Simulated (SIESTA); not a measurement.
Set up this calculation in SIESTA 5.4.2, as the native input.

```yaml
Task: band structure
Functional: PBEsol
Potentials_or_basis: PseudoDojo 0.4 standard (PBEsol files)
Basis: TZP (energy shift 0.003 Ry; two zetas on semicore shells)
Grid_cutoff: 800 Ry
Energy_shift: 0.003 Ry
k_mesh: 11 × 11 × 6
Occupations: fermi-dirac, width 0.05 eV
Spin: no spin polarisation
```

Crystal: Pd.

```
Pd
1.0
     2.78367    0.00000    0.00000
    -1.39183    2.41072    0.00000
     0.00000    0.00000    4.62889
Pd
2
Direct
  0.33333 0.66667 0.25000
  0.66667 0.33333 0.75000
```

This isn't the form of Pd at room conditions, which is fcc.

These files were run (other wordings do the same):

Pd.fdf

```
SystemName                      Pd
SystemLabel                     Pd
NumberOfSpecies                 1
NumberOfAtoms                   2
%block ChemicalSpeciesLabel
  1  46 Pd
%endblock ChemicalSpeciesLabel

LatticeConstant                 1.0 Ang
%block LatticeVectors
     2.7836650458     0.0000000000     0.0000000000
    -1.3918325229     2.4107246453     0.0000000000
     0.0000000000     0.0000000000     4.6288930000
%endblock LatticeVectors
AtomicCoordinatesFormat         Fractional
%block AtomicCoordinatesAndAtomicSpecies
     0.3333333333     0.6666666667     0.2500000000  1  Pd
     0.6666666667     0.3333333333     0.7500000000  1  Pd
%endblock AtomicCoordinatesAndAtomicSpecies

%block kgrid.MonkhorstPack
   11   0   0  0.0
    0  11   0  0.0
    0   0   6  0.0
%endblock kgrid.MonkhorstPack
XC.Functional                   GGA
XC.Authors                      PBEsol
PAO.BasisSize                   TZP
PAO.EnergyShift                 0.003 Ry
Mesh.Cutoff                     800 Ry
OccupationFunction              FD
ElectronicTemperature           0.05 eV
MaxSCFIterations                120
SCF.MustConverge                false
SCF.Mixer.Method                Pulay
SCF.Mixer.Weight                0.25
SCF.Mixer.History               8
SCF.DM.Tolerance                5.0e-05
SCF.H.Tolerance                 1.0e-03 eV
WriteForces                     true
Charge.Mulliken                 end
BandLinesScale                  ReciprocalLatticeVectors
%block BandLines
    1    0.000000   0.000000   0.000000  \Gamma
   11    0.500000   0.000000   0.000000  M
    7    0.333333   0.333333   0.000000  K
   13    0.000000   0.000000   0.000000  \Gamma
    6    0.000000   0.000000   0.500000  A
   11    0.500000   0.000000   0.500000  L
    7    0.333333   0.333333   0.500000  H
   13    0.000000   0.000000   0.500000  A
    1    0.500000   0.000000   0.500000  L
    6    0.500000   0.000000   0.000000  M
    1    0.333333   0.333333   0.000000  K
    6    0.333333   0.333333   0.500000  H
%endblock BandLines
%block PAO.Basis
  Pd 5
  n=4 0 2
    2.827 0.000
  n=5 0 3
    8.651 0.000 0.000
  n=4 1 2
    3.241 0.000
  n=5 1 1
    8.651
  n=4 2 3
    5.842 0.000 0.000
%endblock PAO.Basis
```

Potentials or basis: PseudoDojo 0.4 standard (PBEsol files), TZP (energy shift 0.003 Ry; two zetas on semicore shells).

The run is started by

```sh
$ siesta < Pd.fdf > Pd.out 2>&1
```

It gave:

| Item | Value |
| --- | --- |
| Pressure | -9.1 GPa |
| Band gap on the k mesh | none (metal or under the smearing width) |

Caveat: the basis of atomic orbitals isn't converged, which shifts pressures, moduli and gaps.

Run time: 94 s on 1 thread of Intel(R) Xeon(R) Platinum 8488C (Sapphire Rapids) (shared host), peak memory 0.4 GiB.
